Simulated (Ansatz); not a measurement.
**SnO2: rattling a relaxed structure**

It was relaxed at this level from a Materials Project cell.

Method: Ansatz, DFT PBE, scalar-relativistic, plane waves, PAW. Plane waves to 420 eV, a k mesh through Γ of 6×6×6 on the computed 12-atom cell and Gaussian smearing (0.02 eV); no spin polarisation.

The cell below (12 atoms, space group P4_2/mnm (No. 136)) is relaxed within its symmetry.

```
Sn O
1.0
    -3.23825    3.41349    3.41352
     3.23825   -3.41349    3.41352
     3.23825    3.41349   -3.41352
Sn O
4 8
Direct
  0.00000 0.75000 0.25000
  0.00000 0.25000 0.75000
  0.50000 0.00000 0.00000
  0.50000 0.50000 0.50000
  0.19342 0.69342 0.00000
  0.69342 0.25000 0.44342
  0.19342 0.19342 0.50000
  0.30658 0.25000 0.05658
  0.69342 0.75000 0.94342
  0.30658 0.75000 0.55658
  0.80658 0.80658 0.50000
  0.80658 0.30658 0.00000
```

For the test it was strained at random (σ = 1.5 % a component), the atoms were moved at random (σ = 0.05 Å), and all was relaxed again on a coarse 4×4×4 mesh (in the run’s order of axes) with 0.10 eV smearing, with no symmetry imposed.

Problem. What happens?

Solution. It returns, within 1 meV/atom of the unmoved cell on that mesh and with the same symmetry when read at 0.1 Å. No instability shows in this cell; modes of other wave vectors, which need another repeat, aren't tested.
